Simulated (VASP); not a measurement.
# GaAs (F-43m) in VASP: notebook, part 2 of 2

VASP 6.6.1. Earlier steps stand in the parts before.

### 4 Relaxation of cell and atoms, PBEsol

Input file INCAR:

```
PREC     = Accurate       # precision mode
ENCUT    = 600            # plane-wave cutoff, eV
EDIFF    = 1E-6           # SCF threshold, eV
ISMEAR   = 0              # smearing method
SIGMA    = 0.03           # smearing width, eV
LREAL    = F              # projectors in reciprocal space
LASPH    = T              # aspherical terms in the spheres
NELM     = 80             # most SCF steps
ALGO     = Normal         # electronic algorithm
ISIF     = 3              # what is computed and relaxed
LWAVE    = F              # write WAVECAR
LCHARG   = F              # write CHGCAR
GGA      = PS             # functional
IBRION   = 2              # ionic algorithm
NSW      = 90             # ionic steps
EDIFFG   = -0.01          # ionic threshold
KPAR     = 8
```

Input file KPOINTS:

```
Automatic mesh
0
Gamma
  10 10 10
```

Input file POSCAR:

```
GaAs
1.0
    0.0000000000      2.8268500000      2.8268500000
    2.8268500000      0.0000000000      2.8268500000
    2.8268500000      2.8268500000      0.0000000000
Ga As
1 1
Direct
    0.0000000000      0.0000000000      0.0000000000
    0.2500000000      0.2500000000      0.2500000000
```

Potentials or basis: VASP PAW PBE potentials, release 64 (Ga_d, As).

Run with:

```
$ cat potpaw_PBE.64/Ga_d/POTCAR potpaw_PBE.64/As/POTCAR > POTCAR
$ mpirun -np 8 vasp_std > vasp.out
```

OUTCAR:

```text
PREC = Accurate
   ENCUT = 600
   EDIFF = 1E-6
   ISMEAR = 0
   LREAL = F
   LASPH = T
   NELM = 80
   ISIF = 3
   GGA = PS
   IBRION = 2
   NSW = 90
   EDIFFG = -0.01

 ion  position               nearest neighbor table
   1  0.000  0.000  0.000-   2 2.45   2 2.45   2 2.45   2 2.45
   2  0.250  0.250  0.250-   1 2.45   1 2.45   1 2.45   1 2.45

  LATTYP: Found a face centered cubic cell.
 ALAT       =     5.6537000000

  Lattice vectors:

 A1 = (   0.0000000000,   2.8268500000,   2.8268500000)
 A2 = (   2.8268500000,   0.0000000000,   2.8268500000)
 A3 = (   2.8268500000,   2.8268500000,   0.0000000000)

Analysis of symmetry for initial positions (statically):
=====================================================================
 Subroutine PRICEL returns:
 Original cell was already a primitive cell.

 Routine SETGRP: Setting up the symmetry group for a
 face centered cubic supercell.

 Subroutine GETGRP returns: Found 24 space group operations
 (whereof 24 operations were pure point group operations)
 out of a pool of 48 trial point group operations.

The static configuration has the point symmetry T_d .

Analysis of symmetry for dynamics (positions and initial velocities):
=====================================================================
 Subroutine PRICEL returns:
 Original cell was already a primitive cell.

 Routine SETGRP: Setting up the symmetry group for a
 face centered cubic supercell.

 Subroutine GETGRP returns: Found 24 space group operations
 (whereof 24 operations were pure point group operations)
 out of a pool of 48 trial point group operations.

The dynamic configuration has the point symmetry T_d .

 Subroutine INISYM returns: Found 24 space group operations
 (whereof 24 operations are pure point group operations),
 and found     1 'primitive' translations

----------------------------------------------------------------------------------------

                                     Primitive cell

  volume of cell :      45.1792

  direct lattice vectors                    reciprocal lattice vectors
     0.000000000  2.826850000  2.826850000    -0.176875321  0.176875321  0.176875321
     2.826850000  0.000000000  2.826850000     0.176875321 -0.176875321  0.176875321
     2.826850000  2.826850000  0.000000000     0.176875321  0.176875321 -0.176875321

  length of vectors
     3.997769609  3.997769609  3.997769609     0.306357042  0.306357042  0.306357042

  position of ions in fractional coordinates (direct lattice)
     0.000000000  0.000000000  0.000000000
     0.250000000  0.250000000  0.250000000

  ion indices of the primitive-cell ions
   primitive index   ion index
                 1           1
                 2           2

----------------------------------------------------------------------------------------

 KPOINTS: Automatic mesh

Automatic generation of k-mesh.
 Grid dimensions read from file:
 generate k-points for:   10   10   10

 Generating k-lattice:

[... 47 lines left out ...]
   dimension x,y,z NGXF=    64 NGYF=   64 NGZF=   64
   ions per type =               1   1
   NGX,Y,Z   is equivalent  to a cutoff of  13.31, 13.31, 13.31 a.u.
   NGXF,Y,Z  is equivalent  to a cutoff of  26.61, 26.61, 26.61 a.u.
 SYSTEM =  unknown system
   PREC   = accura    normal or accurate (medium, high low for compatibility)
   ISTART =      0    job   : 0-new  1-cont  2-samecut
   ICHARG =      2    charge: 1-file 2-atom 10-const
   ISPIN  =      1    spin polarized calculation?
   LNONCOLLINEAR =      F non collinear calculations
   LSORBIT =      F    spin-orbit coupling
   LASPH  =      T    aspherical Exc in radial PAW
   ENCUT  =  600.0 eV  44.10 Ry    6.64 a.u.   7.98  7.98  7.98*2*pi/ulx,y,z
   NELM   =     80;   NELMIN=  2; NELMDL= -5     # of ELM steps
   EDIFF  = 0.1E-05   stopping-criterion for ELM
   LREAL  =      F    real-space projection
   EDIFFG = -.1E-01   stopping-criterion for IOM
   NSW    =     90    number of steps for IOM
   IBRION =      2    ionic relax: 0-MD 1-quasi-New 2-CG
   NFREE  =      1    steps in history (QN), initial steepest desc. (CG)
   ISIF   =      3    stress and relaxation
   ISYM   =      2    0-nonsym 1-usesym 2-fastsym
   POTIM  = 0.5000    time-step for ionic-motion
   TEBEG  =    0.0;   TEEND  =   0.0 temperature during run
   PSTRESS=    0.0 pullay stress
   NELECT =      18.0000    total number of electrons
   NUPDOWN=      -1.0000    fix difference up-down
   EMIN   =  10.00;   EMAX   =-10.00  energy-range for DOS
   EFERMI =   0.00;   METHOD = LEGACY
   ISMEAR =     0;   SIGMA  =   0.03  broadening in eV -4-tet -1-fermi 0-gaus
   EFERMI_NEDOS =   21; number of points for ismear=-14 and -15
   IALGO  =     38    algorithm
   IMIX   =      4    mixing-type and parameters
     AMIX     =   0.40;   BMIX     =  1.00
     AMIX_MAG =   1.60;   BMIX_MAG =  1.00
  volume/ion in A,a.u.               =      22.59       152.44
  Fermi-wavevector in a.u.,A,eV,Ry     =   1.204628  2.276417 19.743799  1.451128
  Thomas-Fermi vector in A             =   2.340347
   LORBIT       =      0    0 simple, 1 ext, 2 COOP (PROOUT), +10 PAW based schemes
   GGA     = PS    functional components
   LHFCALC =     F    Hartree Fock is set to
   AEXX    =    0.0000 exact exchange contribution
   IVDW    =     0    specifies the selected vdW correction
   LEPSILON=     F    determine dielectric tensor
   LRPA    =     F    only Hartree local field effects (RPA)
 conjugate gradient relaxation of ions
 non-spin polarized calculation
 Gauss-broadening in eV      SIGMA  =   0.03
  energy-cutoff  :      600.00
  volume of cell :       45.18
 maximum number of plane-waves:      1524
   NGX = 15   NGY = 15   NGZ = 15

--------------------------------------- Ionic step        1  -------------------------------------------

 number of electron      18.0000011 magnetization

 Free energy of the ion-electron system (eV)
  ---------------------------------------------------
  ext. energy  EPLUGINS =         0.00000000
  ---------------------------------------------------
  free energy    TOTEN  =        -9.09121942 eV

  energy without entropy =       -9.09121942  energy(sigma->0) =       -9.09121942

------------------------ aborting loop because EDIFF is reached ----------------------------------------

  FORCE on cell =-STRESS in cart. coord.  units (eV):
  Direction    XX          YY          ZZ          XY          YZ          ZX
  --------------------------------------------------------------------------------------
  -------------------------------------------------------------------------------------
  Total        0.0926627      0.0926627      0.0926627      0.0000000      0.0000000     -0.0000000
  in kB        3.2860740      3.2860740      3.2860740      0.0000000      0.0000000     -0.0000000
  external PRESSURE =       3.2860740 kB  Pullay stress =       0.0000000 kB
[... 59 lines left out ...]
--------------------------------------- Ionic step        3  -------------------------------------------

 number of electron      18.0000010 magnetization

 Free energy of the ion-electron system (eV)
  ---------------------------------------------------
  ext. energy  EPLUGINS =         0.00000000
  ---------------------------------------------------
  free energy    TOTEN  =        -9.09145225 eV

  energy without entropy =       -9.09145225  energy(sigma->0) =       -9.09145225

 E-fermi :   3.9313     XC(G=0):  -9.7513

 val. band max:        3.7587646247   @ k =   0.0000   0.0000   0.0000
 cond. band min:       4.1788883368   @ k =   0.0000   0.0000   0.0000
 fundamental gap:      0.4201237121
 Fermi energy:         3.9313055163

 k-point     1 :       0.0000    0.0000    0.0000
  band No.  band energies     occupation
      1     -11.0068      2.00000
      2     -11.0068      2.00000
      3     -11.0068      2.00000
      4     -10.9280      2.00000
      5     -10.9280      2.00000
      6      -8.9588      2.00000
      7       3.7588      2.00000
      8       3.7588      2.00000
      9       3.7588      2.00000
     10       4.1789      0.00000
     11       7.4483      0.00000
     12       7.4483      0.00000
     13       7.4483      0.00000
[... 354 lines left out ...]
  band No.  band energies     occupation
      1     -11.0987      2.00000
      2     -10.9710      2.00000
      3     -10.9695      2.00000
      4     -10.9457      2.00000
      5     -10.9185      2.00000
      6      -7.2261      2.00000
      7      -1.9197      2.00000
      8       1.1627      2.00000
      9       1.5070      2.00000
     10       5.5208      0.00000
     11       6.5347      0.00000
     12      10.9738      0.00000
     13      11.6324      0.00000

 [... further k-points ...]
[... 5 lines left out ...]
  --------------------------------------------------------------------------------------
  -------------------------------------------------------------------------------------
  Total        0.0038439      0.0038439      0.0038439     -0.0000000      0.0000000     -0.0000000
  in kB        0.1356586      0.1356586      0.1356586     -0.0000000      0.0000000     -0.0000000
  external PRESSURE =       0.1356586 kB  Pullay stress =       0.0000000 kB
[... 17 lines left out ...]
  FREE ENERGIE OF THE ION-ELECTRON SYSTEM (eV)
  ---------------------------------------------------
  free  energy   TOTEN  =        -9.0914522500 eV

  energy  without entropy=       -9.0914522500  energy(sigma->0) =       -9.09145225

 reached required accuracy - stopping structural energy minimisation
```

Run time: 23 s. Hardware: 8 MPI ranks of Intel Xeon Platinum 8488C (Sapphire Rapids), shared host; peak memory 0.21 GiB.

Results:

```yaml
Free_energy: -9.0915 eV
Relaxed_volume: 22.70 Å³/atom
Relaxed_cell: a = 4.004 Å, b = 4.004 Å, c = 4.004 Å, α = 60.00°, β = 60.00°, γ = 60.00°
Space_group_after_relaxing_to_0.05_Å: F-43m (No. 216)
Energy_gained_by_relaxing: 0.1 meV/atom
Ionic_steps: 3
Pressure_after_relaxing: 0.0 GPa
Band_gap_on_the_k_mesh: 0.42 eV, direct
```

The path:
```
step  energy change (eV)  largest force (eV/Å)  pressure (GPa)  volume (Å³)
   1              0.0000                0.0000            0.33        45.18
   2             -0.0002                0.0000           -0.18        45.48
   3             -0.0002                0.0000            0.01        45.40
```

Final structure:
```
CELL_PARAMETERS angstrom
0.00000 2.83140 2.83140
2.83140 0.00000 2.83140
2.83140 2.83140 0.00000
ATOMIC_POSITIONS crystal
Ga 0.00000 0.00000 0.00000
As 0.25000 0.25000 0.25000
```

Caveat: the PAW data sets were made with another functional, which shifts forces and pressure a little. Zero-point motion and thermal expansion aren't in these numbers.
